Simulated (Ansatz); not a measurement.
Here is an Ansatz 0.2.0 calculation.

The input input.yaml:

```yaml
crystal:
  lattice:
    - [3.5432, 0.0, 0.0]
    - [-1.7716, 3.0685012107, 0.0]
    - [0.0, 0.0, 5.0388]
  atoms:
    - { symbol: Pt, position: [0.0, 0.0, 0.0] }
    - { symbol: S, position: [0.6666666667, 0.3333333333, 0.773] }
    - { symbol: S, position: [0.3333333333, 0.6666666667, 0.227] }
hamiltonian:
  xc: lda
  pseudopotentials: { kind: paw }
kpoints:
  mp_grid: { grid: [9, 9, 5] }
scf:
  occupations: { method: fermi_dirac, width: 0.05 }
output:
  forces: true
  stress: true
  write_density: true
  write_potential: true
  elf: true
  volumetric_format: npy
relax:
  f_tol: 0.01
  max_steps: 40
  cell: { stress_tol: 0.05 }
```

Potentials or basis: Ansatz PAW.

The run is started by

```console
$ ansatz run input.yaml --threads 2 --pin off --max-ram 5632MiB --backend cpu --events-out ev --progress --plain --runs-dir out
```

(1) Predict the band gap on the k mesh.

(2) What does it give for the relaxed volume?

Answers

(1) none (metal or under the smearing width).

(2) 16.60 Å³/atom.

Caveat: the PAW data sets come from PBE, with cores solved anew for the run's functional, which leaves a small shift of forces and pressure.
